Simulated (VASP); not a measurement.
Input of a VASP 6.6.1 run:

The input INCAR:

```
PREC     = Accurate       # precision mode
ENCUT    = 520            # plane-wave cutoff, eV
EDIFF    = 1E-7           # SCF threshold, eV
ISMEAR   = -1             # smearing method
SIGMA    = 0.1            # smearing width, eV
LREAL    = False          # projectors in reciprocal space
LASPH    = True           # aspherical terms in the spheres
NELM     = 60             # most SCF steps
ALGO     = Normal         # electronic algorithm
ISIF     = 2              # what is computed and relaxed
LWAVE    = False          # write WAVECAR
LCHARG   = False          # write CHGCAR
GGA      = B5             # functional
ALDAX    = 1.0          
AGGAX    = 1.0          
AGGAC    = 1.0          
ALDAC    = 0.0          
NBANDS   = 11             # bands
```

Contents of KPOINTS:

```
regular mesh
0
Gamma
  14 14 14
```

File POSCAR:

```
Hf
1.0
    0.0000000000      2.3498632299      2.3498632299
    2.3498632299      0.0000000000      2.3498632299
    2.3498632299      2.3498632299      0.0000000000
Hf
1
Direct
    0.0000000000      0.0000000000      0.0000000000
```

Potentials or basis: VASP PAW PBE potentials, release 64 (Hf_pv).

The run is started by

```console
$ cat potpaw_PBE.64/Hf_pv/POTCAR > POTCAR
$ mpirun -np 1 vasp_std > vasp.out
```

Problem. What does it give for the band gap on the k mesh?

Solution. None (metal or under the smearing width).

Problem. Estimate the pressure.

Solution. -9.0 GPa.

Caveat: the PAW data sets were made with another functional, which shifts forces and pressure a little. Spin-orbit coupling is left out, which matters for the levels of Hf.
